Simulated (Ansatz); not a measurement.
MoS2, a slab with vacuum:

```
CELL_PARAMETERS angstrom
3.18454 0.00000 0.00000
-1.59227 2.75789 0.00000
0.00000 0.00000 21.67053
ATOMIC_POSITIONS crystal
Mo 0.33333 0.66667 0.85116
Mo 0.66667 0.33333 0.14884
S 0.66667 0.33333 0.77963
S 0.33333 0.66667 0.07725
S 0.66667 0.33333 0.92275
S 0.33333 0.66667 0.22037
```

Base run:

```yaml
Program: Ansatz 0.2.0
Functional: r2SCAN
Potentials_or_basis: Ansatz PAW
Cutoff: "500 eV (not typed: the program's choice for these potentials)"
k_mesh: 10 × 10 × 2
Occupations: fermi-dirac, width 0.05 eV
Spin: no spin polarisation
```

Its results: band gap on the k mesh 1.46 eV, indirect (least direct gap 2.00 eV); largest force 0.034 eV/Å.

Problem. The run is repeated on the same cell with these changes: k mesh from 10 × 10 × 2 to 7 × 7 × 2; spin from no spin polarisation to spin-orbit coupling, no magnetisation; potential files from those of the base run to others of the same set. What comes out?

Solution. Band gap on the k mesh 1.57 eV, indirect (least direct gap 2.17 eV); largest force 0.035 eV/Å.

Several settings changed at once, so the effect can't be laid on one alone.

Caveats: the k mesh misses the band edges, so the gap on the mesh is wider than the one along the path; the PAW data sets come from PBE, with cores solved anew for the run's functional, which leaves a small shift of forces and pressure.
